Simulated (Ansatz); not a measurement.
The system is Pd.

```
Pd
1.0
     0.00000    1.94650    1.94650
     1.94650    0.00000    1.94650
     1.94650    1.94650    0.00000
Pd
1
Cartesian
  0.0000 0.0000 0.0000
```

Below is the output of Ansatz 0.2.0 for this cell. Logs are shortened: lines on timing, memory, paths and dates and some standing lists are left out, and cuts for length are marked.

```text
Warning: basis.ecutwfc = 350 eV is below the records' recommended 420 eV, and the density's cutoff is lower with it unless basis.ecutrho_ratio is high enough to keep the records' density cutoff: compare with a run at a higher cutoff
Warning: RAYON_NUM_THREADS=2 ignored (pool sized by the plan → 2); use --threads N
Engine: ansatz 0.2.0, aarch64-unknown-linux-gnu
Pseudopotentials: kind: paw
Pseudopotential: Pd, paw, valence charge 18, recommended cutoff 420 eV (normal), Pd.paw.azcp
Functional definition: PBE
  parameter kappa = 0.804
  parameter beta = 0.06672455060314922
  exchange = pbe_x(kappa = kappa, mu = beta*pi^2/3)
  correlation = pbe_c(beta = beta)
Crystal: 1 atoms, lattice volume = 14.750 Å³
Basis set: ecut = 350 eV, 229 PW (Γ), exchange–correlation on 36×36×36 points (8 copies of the dense FFT grid, shifted against one another)
Bands: 13, of which v1, the nominal top of the filled ones, is band 9 counted from 1 (8 counted from 0)
Symmetry: 48 space group operations
Space group: Fm-3m (ITA 225), of the structure as read, at distance tolerance 2.5e-5 Å
k-points: 72 of 1728
Non-local potential: Pd, projectors of the file, l = 0: 2, l = 1: 2, l = 2: 2, l = 3: 1
PAW form: soft (Blöchl's): semilocal exchange-correlation on the pseudo side does not see the compensation charge
PAW one-centre angular grid: Pd, 590 points (default); XC on 64 Gauss nodes
Initial density: superposition of atomic densities (neutral atoms: chi_scale 0, normalization atom), corrected by the library's trained network
Initial wavefunctions: pseudopotential atomic-orbital guess
Functional: x = pbe(κ = 0.804, μ = 0.2195149727645171), c = pbe(β = 0.06672455060314922)
SCF iter   1: F=—  HF=-6972.840864 eV  |F-HF|=—  |Δ(HF+E_count)|=         —  Δρ=4.52e-3  dr2=8.82e-4  ethr=1.77e-3  ⟨swp⟩=5.4  Hψ=5390  notcnv=0
preconditioner: auto → none  [metal: Δε(μ)=0.006 eV  Ē_g=14.313 eV  σ=0.050 eV  W_gap=0.03  n_scr=8 (ndim 8)  ℏωp=30.6 eV  f_vac=0.000  D(μ)=2.47/eV (n_scr^D=50)  sad-step TF]
SCF iter   2: F=—  HF=-6972.840754 eV  |F-HF|=—  |Δ(HF+E_count)|=   1.10e-4  Δρ=2.34e-3  dr2=2.01e-4  ethr=4.90e-6  ⟨swp⟩=1.2  Hψ=1531  notcnv=0
SCF iter   3: F=—  HF=-6972.840825 eV  |F-HF|=—  |Δ(HF+E_count)|=   7.15e-5  Δρ=5.34e-4  dr2=4.15e-5  ethr=1.12e-6  ⟨swp⟩=1.0  Hψ=936  notcnv=0
SCF iter   4: F=—  HF=-6972.840811 eV  |F-HF|=—  |Δ(HF+E_count)|=   1.46e-5  Δρ=1.15e-4  dr2=7.36e-7  ethr=2.30e-7  ⟨swp⟩=2.1  Hψ=1259  notcnv=0
SCF iter   5: F=—  HF=-6972.840811 eV  |F-HF|=—  |Δ(HF+E_count)|=   4.92e-7  Δρ=4.75e-5  dr2=1.51e-7  ethr=4.09e-9  ⟨swp⟩=2.7  Hψ=1649  notcnv=0
SCF iter   6: F=-6972.840811 eV  HF=-6972.840811 eV  |F-HF|=5.87e-9  |Δ(HF+E_count)|=   3.44e-8  Δρ=1.21e-5  dr2=1.21e-8  ethr=5.56e-10  ⟨swp⟩=3.0  Hψ=2537  notcnv=0
SCF 1 converged in 6 iterations: F = -6972.840811 eV  dr2 = 1.21e-8
  greatest PAW one-centre occupation: 0.999 electrons in one spin orbital (limit 2), on the Pd atom at site 0 (counted from 0), in its partial waves of l = 0
SCF converged after 6 iterations
Free energy (F): -6972.840811 eV
Harris-Foulkes:  -6972.840811 eV  (|F-HF|=5.87e-9)
Internal energy: -6972.821228 eV  (E = F + TS)
E sigma→0 (E₀):  -6972.831019 eV
Entropy (-TS):   -0.019583 eV (-19.583 meV/atom)
Fermi energy:    19.784999 eV
--- Per-component energies (eV) ---
  E_band       = -136.712229
  E_kinetic    = 514.330300
  E_local      = -1748.519085  (includes V_loc(G=0)·N_el)
  E_nonlocal   = 216.715413
  E_hartree    = 711.054580
  E_xc         = -168.978707
  E_vxc        = -212.038397  (∫ρ·V_xc dr)
  E_paw        = -3750.107769  (= ΣΔE_a)
  E_vpaw       = -329.314269  (= ΣTr[D̂ρ^β])
  E_aug_tail   = 0.000487  (compensation charges beyond the density's cutoff)
  E_ewald      = -2747.316447
  E_smearing   = -0.019583  (= −TS)
  E_closure    = -0.000000  (closes the sum)
  Σ components = -6972.840811   (vs F -6972.840811, Δ=0.00e0)
--- Forces (eV/Å), atoms counted from 1 ---
  atom   1  Pd     0.00000000     0.00000000     0.00000000
  max |Σ_I F_I| component: 9.04e-32 eV/Å
--- Stress (GPa, compression-positive) ---
        6.850986       0.000000       0.000000
       -0.000000       6.850986       0.000000
       -0.000000       0.000000       6.850986
  P = ⅓ Tr σ = 6.8510 GPa (68.510 kbar)
--- Band table (eV; the first three rows and the last of 72) ---
  k-point 0: bands = ["-64.3385", "-29.8359", "-29.8359", "-29.8359", "12.6641", "16.9636", "16.9636", "16.9636", "18.5748", "18.5748", "36.8544", "41.5696", "41.5696"]
  k-point 1: bands = ["-64.3348", "-29.8640", "-29.8399", "-29.8399", "12.9152", "16.8776", "17.0489", "17.0489", "18.5360", "18.5360", "37.1060", "40.1316", "41.8623"]
  k-point 2: bands = ["-64.3249", "-29.9403", "-29.8507", "-29.8507", "13.5942", "16.7298", "17.2207", "17.2207", "18.5102", "18.5102", "36.9800", "38.1667", "42.6270"]
  k-point 71: bands = ["-64.2661", "-30.1082", "-30.1082", "-29.9931", "15.4775", "16.4210", "16.4210", "18.4785", "20.0964", "28.7245", "28.7245", "30.1610", "31.4193"]
```

Problem. What input gives this log?

Solution. Single point with PBE, no spin polarisation. The files as run (others can give the same):

input.yaml
```yaml
crystal:
  lattice:
    - [0.0, 1.9465, 1.9465]
    - [1.9465, 0.0, 1.9465]
    - [1.9465, 1.9465, 0.0]
  atoms:
    - { symbol: Pd, position: [0.0, 0.0, 0.0] }
hamiltonian:
  xc: pbe
  pseudopotentials: { kind: paw }
kpoints:
  mp_grid: { grid: [12, 12, 12] }
scf:
  occupations: { method: fermi_dirac, width: 0.05 }
basis:
  ecutwfc: "350 eV"
output:
  forces: true
  stress: true
  eigenvalues: true
```

Potentials or basis: Ansatz PAW.
The run is started by
```console
$ ansatz run input.yaml --threads 2 --pin off --max-ram 5120MiB --backend cpu --events-out ev --progress --plain --runs-dir out
```

Caveat: the pressure holds a Pulay correction of +1.7 GPa for the finite cutoff; the cutoff lies under the one recommended for these potentials.
